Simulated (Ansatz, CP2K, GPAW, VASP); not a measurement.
## One calculation of InPd, 5 ways

```
CELL_PARAMETERS angstrom
3.27188 0.00000 0.00000
0.00000 3.27188 0.00000
0.00000 0.00000 3.27188
ATOMIC_POSITIONS crystal
In 0.00000 0.00000 0.00000
Pd 0.50000 0.50000 0.50000
```

The cell comes from a database or a generator and needn't be the stable form of this composition.

Alike in all runs: task band structure; functional PBEsol; k mesh 8 × 8 × 8; occupations fermi-dirac, width 0.05 eV; no spin polarisation; no spin-orbit coupling. Pressure is positive in compression and, in plane waves, holds the error of the finite cutoff, which Ansatz's Pulay term estimates and takes out.

```tsv
program and potentials	plane-wave cutoff (eV)	notes	pressure (GPa)
CP2K, POTENTIAL_UZH In GTH-PBE-q13, Pd GTH-PBE-q18; TZVP-MOLOPT-PBE-GTH basis	-	atomic basis; potentials made for PBE; 15.5 valence electrons an atom on average	-1.29
Ansatz, all-electron LAPW, scalar-relativistic	-	-	-2.97
Ansatz, PAW datasets made for the crystal	260	11.5 valence electrons an atom on average	-2.97
VASP, PBE PAW files In_d, Pd, 520 eV	520	potentials made for PBE; 11.5 valence electrons an atom on average	?
GPAW, PAW data sets generated for this functional	600	14.5 valence electrons an atom on average	-3.14
```

Q: Estimate from the other rows what the run with VASP, PBE PAW files In_d, Pd, 520 eV gave.

A: Pressure -2.83 GPa. The other rows, which needn't bracket it: pressure -3.14 to -1.29.
